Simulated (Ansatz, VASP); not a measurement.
**Ta in VASP and in Ansatz**

```xyz
1
Lattice="0.0000 2.1163 2.1163 2.1163 0.0000 2.1163 2.1163 2.1163 0.0000" Properties=species:S:1:pos:R:3 pbc="T T T"
Ta    0.0000    0.0000    0.0000
```

The cell was built by a generator and needn't be a form met in nature.

Alike in both runs: task single point; functional PBE; k mesh 18 × 18 × 18; occupations gaussian, width 0.05 eV; non-collinear spin, spin-orbit coupling.

|  | VASP | Ansatz |
| --- | --- | --- |
| version | VASP 6.6.1 | Ansatz 0.2.0 |
| potentials or method | VASP PAW PBE potentials, release 64 (Ta_pv) | plane waves, PAW |
| plane-wave cutoff (eV) | 520 | 600 |
| valence electrons in the cell | 11 | 13 |

|  | VASP | Ansatz | Ansatz less VASP |
| --- | --- | --- | --- |
| gap on the k mesh at the Fermi level (eV) | none | none | - |
| pressure (GPa) | -1.5 | -1.5 | +0.09 |
| net moment per atom (μB) | 0.00 | 0.00 | 0.000 |

A gap of «none» marks a metal or a gap that the smearing closes. With one functional, cell and mesh, what is left measures potentials, basis and numerics. The two sets of potentials don't hold the same shells in valence.
